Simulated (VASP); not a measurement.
Crystal: Ti.

```xyz
2
Lattice="2.9500 0.0000 0.0000 -1.4750 2.5548 0.0000 0.0000 0.0000 4.6800" Properties=species:S:1:pos:R:3 pbc="T T T"
Ti    1.4750    0.8516    3.5100
Ti    0.0000    1.7032    1.1700
```

```yaml
Program: VASP 6.6.1
Task: relaxation of cell and atoms
Functional: PBEsol
Potentials_or_basis: VASP PAW PBE potentials, release 64 (Ti_sv)
Cutoff: 600 eV
k_mesh: 8 × 8 × 6
Occupations: fermi-dirac, width 0.05 eV
Spin: no spin polarisation
```

At the start: pressure -6.0 GPa; volume 17.64 Å³/atom.

Question: How do energy, volume and symmetry change on relaxing?

Answer: Over 5 steps the energy falls by 18.5 meV/atom and the volume is 16.69 Å³/atom (-5.3 %); space group P6_3/mmc (No. 194, to 0.05 Å).

Step by step:
| step | energy change (eV) | largest force (eV/Å) | pressure (GPa) | volume (Å³) |
| --- | --- | --- | --- | --- |
| 1 | 0.0000 | 0.0000 | -5.96 | 35.27 |
| 2 | -0.0153 | 0.0000 | 5.31 | 32.03 |
| 3 | -0.0370 | 0.0000 | -0.01 | 33.38 |
| 4 | -0.0370 | 0.0000 | 0.10 | 33.34 |
| 5 | -0.0370 | 0.0000 | -0.01 | 33.39 |

Final structure:
```cif
data_structure
_symmetry_space_group_name_H-M 'P 1'
_symmetry_Int_Tables_number 1
_cell_length_a 2.8989
_cell_length_b 2.8989
_cell_length_c 4.5876
_cell_angle_alpha 90.000
_cell_angle_beta 90.000
_cell_angle_gamma 120.000
_cell_volume 33.39
loop_
_atom_site_label
_atom_site_type_symbol
_atom_site_fract_x
_atom_site_fract_y
_atom_site_fract_z
_atom_site_occupancy
Ti1 Ti 0.66667 0.33333 0.75000 1
Ti2 Ti 0.33333 0.66667 0.25000 1
```

Caveat: the PAW data sets were made with another functional, which shifts forces and pressure a little.
